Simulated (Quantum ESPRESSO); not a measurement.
Crystal: Bi.

```xyz
2
Lattice="2.2675 1.3091 3.9380 -2.2675 1.3091 3.9380 0.0000 -2.6183 3.9380" Properties=species:S:1:pos:R:3 pbc="T T T"
Bi    0.0000    0.0000    9.0495
Bi    0.0000    0.0000    2.7645
```

| Quantity | Value |
| --- | --- |
| Program | Quantum ESPRESSO 7.5 |
| Task | single point |
| Functional | PBEsol |
| Potentials or basis | PseudoDojo 0.4.1 SR PBEsol standard |
| Cutoff | 898 eV |
| Density cutoff | 3592 eV |
| k mesh | 7 × 7 × 7 |
| Occupations | fermi-dirac, width 0.05 eV |
| Spin | no spin polarisation |

On this cell: pressure -0.3 GPa; largest force 0.149 eV/Å; band gap on the k mesh 0.26 eV, indirect (least direct gap 0.52 eV).

The same run follows on a disturbed copy (atoms moved at random, drawn with an rms of 0.05 Å):

```
Bi
1.0
     2.26750    1.30914    3.93800
    -2.26750    1.30914    3.93800
     0.00000   -2.61828    3.93800
Bi
2
Cartesian
  -0.0313 0.0662 9.1076
  -0.0144 0.0082 2.7686
```

Q: What changes?

A: The energy moves by +10.0 meV/atom; pressure 0.3 GPa; largest force 0.455 eV/Å; band gap on the k mesh 0.23 eV, indirect (least direct gap 0.51 eV).

Forces in eV/Å, atoms in the order of the input:
```
Bi   0.044 -0.185 -0.414
Bi  -0.044  0.185  0.414
```

Stress tensor (GPa, compression positive):
```
-0.16  0.12 -0.23
 0.12  0.87  0.90
-0.23  0.90  0.23
```

Caveats: spin-orbit coupling is left out, which as a rule narrows the gap of such compounds by several tenths of an eV; an odd mesh through Γ misses points on the zone boundary, where band edges often lie.
